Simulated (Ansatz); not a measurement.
# BN: the cost of one run

Code: Ansatz 0.2.0. G0W0, plane waves. Calculated at 0 K for a non-magnetic cell.

The COD entry's cell or inner coordinates are ideal or old and differ from later refinements, so a difference from it is no clean test against experiment.

### 1 The cell

The cell was relaxed beforehand with r2SCAN+rVV10.

The symmetry is P6_3/mmc (No. 194, hexagonal); a = 2.501 Å, c = 6.524 Å in the conventional setting, 8.83 Å³ an atom. Around B lie 3 N at 1.44 Å; around N lie 3 B at 1.44 Å.

The structure in full:

```cif
data_structure
_symmetry_space_group_name_H-M 'P6_3/mmc'
_symmetry_Int_Tables_number 194
_cell_length_a 2.5006
_cell_length_b 2.5006
_cell_length_c 6.5236
_cell_angle_alpha 90.000
_cell_angle_beta 90.000
_cell_angle_gamma 120.000
_cell_volume 35.33
loop_
_atom_site_label
_atom_site_type_symbol
_atom_site_symmetry_multiplicity
_atom_site_Wyckoff_symbol
_atom_site_fract_x
_atom_site_fract_y
_atom_site_fract_z
_atom_site_occupancy
B1 B 2 c 0.33333 0.66667 0.25000 1
N1 N 2 d 0.33333 0.66667 0.75000 1
```

### 2 57 empty bands, 80 eV

The input, input.yaml:

```yaml
crystal:
  lattice:
    - [2.5005826212, 0.0, 0.0]
    - [-1.2502913106, 2.1655680743, 0.0]
    - [0.0, 0.0, 6.5236378854]
  atoms:
    - { symbol: B, position: [0.3333333333, 0.6666666667, 0.25] }
    - { symbol: B, position: [0.6666666667, 0.3333333333, 0.75] }
    - { symbol: "N", position: [0.3333333333, 0.6666666667, 0.75] }
    - { symbol: "N", position: [0.6666666667, 0.3333333333, 0.25] }
kpoints:
  mp_grid: { grid: [6, 6, 2] }
hamiltonian:
  xc: pbe
scf:
  occupations: { method: fixed }
gw:
  n_empty_bands: 57
  ecut_chi: 80
  qp_bands: [v2, c2]
  qp_kpoints: band_edges
  screening: { model: contour_deformation }
```

Run with:

```sh
ansatz run input.yaml --threads 2 --pin off --max-ram 3686MiB --backend cpu --events-out ev --progress --plain --runs-dir out
```

**Question.** How long does this run take on 2 threads of Arm Neoverse V2, shared host, and how much memory does it need?

About 4.8 s, with a peak of 0.26 GiB.
